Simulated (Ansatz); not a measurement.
input.yaml

```yaml
crystal:
  lattice:
    - [0.0, 3.2037436998, 3.2037436998]
    - [3.2037436998, 0.0, 3.2037436998]
    - [3.2037436998, 3.2037436998, 0.0]
  atoms:
    - { symbol: Ba, position: [0.0, 0.0, 0.0] }
basis:
  ecutwfc: 420
kpoints:
  mp_grid: { grid: [12, 12, 12] }
hamiltonian:
  xc: pbe
scf:
  occupations: { method: gaussian, width: 0.1 }
output:
  forces: true
  stress: true
  eigenvalues: true
```

Launched with
```bash
ansatz run input.yaml --threads 1 --pin off --max-ram 2560MiB --backend cpu --events-out ev --progress --plain --runs-dir out
```

These are results of DFT PBE, scalar-relativistic, plane waves, PAW in Ansatz, not measurements.

Part of what the program printed, abridged (iterations and final results):

```
SCF iter   1: F=—  HF=-5949.526233 eV  |F-HF|=—  |Δ(HF+E_count)|=         —  Δρ=1.07e-3  dr2=1.17e-3  ethr=1.77e-3  ⟨swp⟩=7.4  Hψ=6267  notcnv=0
SCF iter   2: F=—  HF=-5949.526248 eV  |F-HF|=—  |Δ(HF+E_count)|=   1.50e-5  Δρ=7.17e-4  dr2=5.90e-4  ethr=1.17e-5  ⟨swp⟩=2.4  Hψ=1478  notcnv=0
SCF iter   3: F=—  HF=-5949.526188 eV  |F-HF|=—  |Δ(HF+E_count)|=   6.06e-5  Δρ=1.39e-4  dr2=1.98e-5  ethr=5.90e-6  ⟨swp⟩=1.2  Hψ=661  notcnv=0
SCF iter   4: F=—  HF=-5949.526187 eV  |F-HF|=—  |Δ(HF+E_count)|=   1.23e-6  Δρ=4.19e-5  dr2=1.20e-6  ethr=1.98e-7  ⟨swp⟩=2.1  Hψ=933  notcnv=0
SCF iter   5: F=-5949.526187 eV  HF=-5949.526187 eV  |F-HF|=4.35e-8  |Δ(HF+E_count)|=   4.85e-7  Δρ=9.13e-6  dr2=5.14e-8  ethr=1.20e-8  ⟨swp⟩=2.2  Hψ=912  notcnv=0
SCF iter   6: F=-5949.526187 eV  HF=-5949.526187 eV  |F-HF|=8.33e-10  |Δ(HF+E_count)|=   4.85e-8  Δρ=1.15e-6  dr2=1.19e-9  ethr=5.14e-10  ⟨swp⟩=3.4  Hψ=2983  notcnv=0
SCF 1 converged in 6 iterations: F = -5949.526187 eV  dr2 = 1.19e-9
SCF converged after 6 iterations
Free energy (F): -5949.526187 eV
Harris-Foulkes:  -5949.526187 eV  (|F-HF|=8.33e-10)
Internal energy: -5949.518158 eV  (E = F + TS)
E sigma→0 (E₀):  -5949.522173 eV
Entropy (-TS):   -0.008029 eV (-8.029 meV/atom)
Fermi energy:    5.585234 eV
--- Per-component energies (eV) ---
  E_band       = -88.522028
  E_kinetic    = 166.091570
  E_local      = -388.113088  (includes V_loc(G=0)·N_el)
  E_nonlocal   = 57.063436
  E_hartree    = 122.757563
  E_xc         = -166.323829
  E_vxc        = -133.321828  (∫ρ·V_xc dr)
  E_paw        = -5225.812238  (= ΣΔE_a)
  E_vpaw       = -35.756800  (= ΣTr[D̂ρ^β])
  E_aug_tail   = -0.000002  (compensation charges beyond the density's cutoff)
  E_ewald      = -515.181571
  E_smearing   = -0.008029  (= −TS)
--- Forces (eV/Å), atoms counted from 1 ---
  atom   1  Ba     0.00000000     0.00000000     0.00000000
--- Stress (GPa, compression-positive) ---
       -0.217983       0.000000       0.000000
        0.000000      -0.217983       0.000000
        0.000000       0.000000      -0.217983
  P = ⅓ Tr σ = -0.2180 GPa (-2.180 kbar)
--- Band table (eV; the first three rows and the last of 72) ---
  k-point 0: bands = ["-23.4048", "-8.3831", "-8.3831", "-8.3831", "2.7974", "7.2878", "7.2878", "7.2878", "8.7756"]
  k-point 1: bands = ["-23.4026", "-8.4115", "-8.3867", "-8.3867", "2.9143", "7.1282", "7.3408", "7.3408", "8.6859"]
  k-point 2: bands = ["-23.3966", "-8.4879", "-8.3965", "-8.3965", "3.2435", "6.7958", "7.4450", "7.4450", "8.5572"]
  k-point 71: bands = ["-23.3609", "-8.6443", "-8.6443", "-8.5323", "5.4938", "6.2211", "6.2211", "7.6038", "10.2575"]
```

The calculation finished and met its thresholds.

It took 1.9 s on 1 thread of AMD EPYC 9R14 (Zen 4), with other jobs on the host, peak memory 0.4 GiB.